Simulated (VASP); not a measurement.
Crystal: PbO.

```
Pb O
1.0
     5.87600    0.00000    0.00000
     0.00000    5.47600    0.00000
     0.00000    0.00000    4.74300
Pb O
4 4
Direct
  0.76900 0.51400 0.25000
  0.23100 0.48600 0.75000
  0.76900 0.98600 0.75000
  0.23100 0.01400 0.25000
  0.13200 0.58200 0.25000
  0.86800 0.41800 0.75000
  0.13200 0.91800 0.75000
  0.86800 0.08200 0.25000
```

Base run:

```yaml
Program: VASP 6.6.1
Functional: TB-mBJ
Potentials_or_basis: VASP PAW PBE potentials, release 64 (Pb_d, O)
Cutoff: 520 eV
k_mesh: 6 × 6 × 6
Occupations: gaussian, width 0.02 eV
Spin: no spin polarisation
```

Its results: band gap on the k mesh 2.71 eV, indirect (least direct gap 2.92 eV).

Q: The run is repeated on the same cell with these changes: functional from TB-mBJ to r2SCAN. What comes out?

A: Band gap on the k mesh 2.34 eV, indirect (least direct gap 2.55 eV).

Caveats: spin-orbit coupling is left out, which as a rule narrows the gap of such compounds by several tenths of an eV.
